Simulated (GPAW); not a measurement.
MgTe:

```
Te Mg
1.0
     0.00000    3.23200    3.23200
     3.23200    0.00000    3.23200
     3.23200    3.23200    0.00000
Te Mg
1 1
Direct
  0.25000 0.25000 0.25000
  0.00000 0.00000 0.00000
```

The cell comes from a database or a generator and needn't be the stable form of this composition.

| Quantity | Value |
| --- | --- |
| Program | GPAW 26.7.0 |
| Task | relaxation of cell and atoms |
| Functional | RPBE |
| Dispersion | D3(BJ)+ATM |
| Potentials or basis | the program's PAW data sets (release 1.2.1) made for this functional |
| Cutoff | 800 eV |
| Basis | pw |
| k mesh | 7 × 7 × 7 |
| Occupations | fermi-dirac, width 0.05 eV |
| Spin | no spin polarisation |

At the start: pressure -5.1 GPa; volume 33.76 Å³/atom.

**Question.** Where does the relaxation end?

**Answer.** Over 4 steps the energy falls by 77.9 meV/atom and the volume is 29.47 Å³/atom (-12.7 %); space group F-43m (No. 216, to 0.05 Å).

Step by step:
| step | energy change (eV) | largest force (eV/Å) | pressure (GPa) | volume (Å³) |
| --- | --- | --- | --- | --- |
| 1 | 0.0000 | 0.0000 | -5.13 | 67.52 |
| 2 | -0.0463 | 0.0000 | -4.46 | 65.98 |
| 3 | -0.1531 | 0.0000 | 0.87 | 57.81 |
| 4 | -0.1557 | 0.0000 | -0.09 | 58.93 |

Final structure:
```
Te Mg
1.0
     0.00000    3.08871    3.08871
     3.08871    0.00000    3.08871
     3.08871    3.08871    0.00000
Te Mg
1 1
Direct
  0.25000 0.25000 0.25000
  0.00000 0.00000 0.00000
```

Caveat: later steps reuse the first step's grids.
